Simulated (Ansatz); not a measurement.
# SnSe (rocksalt type): the cost of one run

Program: Ansatz 0.2.0. Level of theory: DFT, PBE, all-electron LAPW, scalar-relativistic. These are calculated values, not measurements.

## (1) Starting point

The structure is cubic, space group Fm-3m (No. 225). The conventional cell has a = 5.585 Å, b = 5.585 Å, c = 5.585 Å, α = 90.00°, β = 90.00°, γ = 90.00°. Sn (site symmetry m-3m) has 6 Se at 2.79 Å as nearest neighbours. Se (site symmetry m-3m) is surrounded by 6 Sn at 2.79 Å.

As a file:

```cif
data_structure
_symmetry_space_group_name_H-M 'P 1'
_symmetry_Int_Tables_number 1
_cell_length_a 3.9489
_cell_length_b 3.9489
_cell_length_c 3.9489
_cell_angle_alpha 60.000
_cell_angle_beta 60.000
_cell_angle_gamma 60.000
_cell_volume 43.54
loop_
_atom_site_label
_atom_site_type_symbol
_atom_site_fract_x
_atom_site_fract_y
_atom_site_fract_z
_atom_site_occupancy
Sn1 Sn 0.00000 0.00000 0.00000 1
Se1 Se 0.50000 0.50000 0.50000 1
```

Atoms are numbered in the order of the input: Sn1, Se2.

## (2) Rocksalt relaxed under pressure, LAPW

Contents of input.yaml:

```yaml
crystal:
  lattice:
    - [0.0, 2.7923010362, 2.7923010362]
    - [2.7923010362, 0.0, 2.7923010362]
    - [2.7923010362, 2.7923010362, 0.0]
  atoms:
    - { symbol: Sn, position: [0.0, 0.0, 0.0] }
    - { symbol: Se, position: [0.5, 0.5, 0.5] }
kpoints:
  mp_grid: { grid: [14, 14, 14] }
scf:
  occupations: { method: fermi_dirac, width: 0.08 }
hamiltonian:
  xc: pbe
  pseudopotentials: { kind: all_electron, lapw: { basis_error: 0.0005 } }
output:
  forces: true
  stress: true
  eigenvalues: true
relax:
  f_tol: 0.005
  max_steps: 12
  cell: { p_target: 20.0, stress_tol: 0.03 }
```

Launch:

```console
> ansatz run input.yaml --threads 1 --pin off --max-ram 3584MiB --backend cpu --events-out ev --progress --plain --runs-dir out
```

What time and memory should one allow on 1 thread of Arm Neoverse V1, shared host?

About 53 s, with a peak of 0.57 GiB.
